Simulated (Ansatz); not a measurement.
# TaSi2: the cost of one run

Computed with Ansatz 0.2.0 (DFT r2SCAN, scalar-relativistic, plane waves, PAW, unless a step's input says otherwise).

**1. The structure to begin with**

Symmetry: P6_422, No. 181, hexagonal system. The conventional cell has a = 4.784 Å, b = 4.784 Å, c = 6.570 Å, α = 90.00°, β = 90.00°, γ = 120.00°. Around Ta (site symmetry 222) lie 10 Si at 2.61 to 2.83 Å. Around Si (site symmetry 2) lie 5 Si at 2.56 to 2.83 Å and 5 Ta at 2.61 to 2.83 Å.

Coordinates:

```
CELL_PARAMETERS angstrom
4.78390 0.00000 0.00000
-2.39195 4.14298 0.00000
0.00000 0.00000 6.57000
ATOMIC_POSITIONS crystal
Ta 0.50000 0.00000 0.00000
Ta 0.50000 0.50000 0.66667
Ta 0.00000 0.50000 0.33333
Si 0.15897 0.31794 0.00000
Si 0.84103 0.15897 0.66667
Si 0.68206 0.84103 0.33333
Si 0.84103 0.68206 0.00000
Si 0.15897 0.84103 0.66667
Si 0.31794 0.15897 0.33333
```

The structure comes from the Crystallography Open Database.

(A quick probe on a coarse mesh, which set the mesh and smearing, is not shown.)

**3. The relaxation**

input.yaml reads:

```yaml
crystal:
  lattice:
    - [4.7839004637, 0.0, 0.0]
    - [-2.3919502318, 4.1429793307, 0.0]
    - [0.0, 0.0, 6.57]
  atoms:
    - { symbol: Ta, position: [0.5, 0.0, 0.0] }
    - { symbol: Ta, position: [0.5, 0.5, 0.6666666667] }
    - { symbol: Ta, position: [0.0, 0.5, 0.3333333333] }
    - { symbol: Si, position: [0.15897, 0.31794, 0.0] }
    - { symbol: Si, position: [0.84103, 0.15897, 0.6666666667] }
    - { symbol: Si, position: [0.68206, 0.84103, 0.3333333333] }
    - { symbol: Si, position: [0.84103, 0.68206, 0.0] }
    - { symbol: Si, position: [0.15897, 0.84103, 0.6666666667] }
    - { symbol: Si, position: [0.31794, 0.15897, 0.3333333333] }
basis:
  ecutwfc: 500
kpoints:
  mp_grid: { grid: [12, 12, 6] }
hamiltonian:
  xc: r2scan
scf:
  occupations: { method: gaussian, width: 0.1 }
output:
  forces: true
  stress: true
  eigenvalues: true
  write_density: true
  write_potential: true
  elf: true
  volumetric_format: npy
relax:
  adjacent_minimum: "off"
  f_tol: 0.005
  max_steps: 80
  cell: { stress_tol: 0.05 }
```

The run is started by

```
ansatz run input.yaml --threads 2 --pin off --max-ram 5120MiB --backend cpu --events-out ev --progress --plain --runs-dir out
```

Q: Estimate wall time and peak memory on 2 threads of AMD EPYC (Zen 3), shared host.

About 9.1 min, with a peak of 0.87 GiB.
